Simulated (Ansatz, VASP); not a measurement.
**MgO (Periclase): VASP beside Ansatz**

```
Mg O
1.0
     0.00000    2.12688    2.12688
     2.12688    0.00000    2.12688
     2.12688    2.12688    0.00000
Mg O
1 1
Cartesian
  0.0000 0.0000 0.0000
  2.1269 2.1269 2.1269
```

Alike in both runs: functional PBE; k mesh 10 × 10 × 10; no spin polarisation.

Ansatz relaxed the structure, and its values are those at the end. VASP's run is a single point on that final structure, the one shown.

|  | VASP | Ansatz |
| --- | --- | --- |
| version | VASP 6.6.1 | Ansatz 0.2.0 |
| potentials or method | VASP PAW PBE potentials, release 64 (Mg, O) | scalar-relativistic, plane waves, PAW |
| plane-wave cutoff (eV) | 520 | 420 |
| occupations | gaussian, width 0.01 eV | fixed |
| valence electrons in the cell | 8 | 16 |

|  | VASP | Ansatz | Ansatz less VASP |
| --- | --- | --- | --- |
| gap on the k mesh at the Fermi level (eV) | 4.44 | 4.46 | +0.017 |
| least direct gap on the mesh (eV) | 4.44 | 4.46 | +0.017 |
| pressure (GPa) | -0.7 | 0.0 | +0.75 |

The two sets of potentials don't hold the same shells in valence.
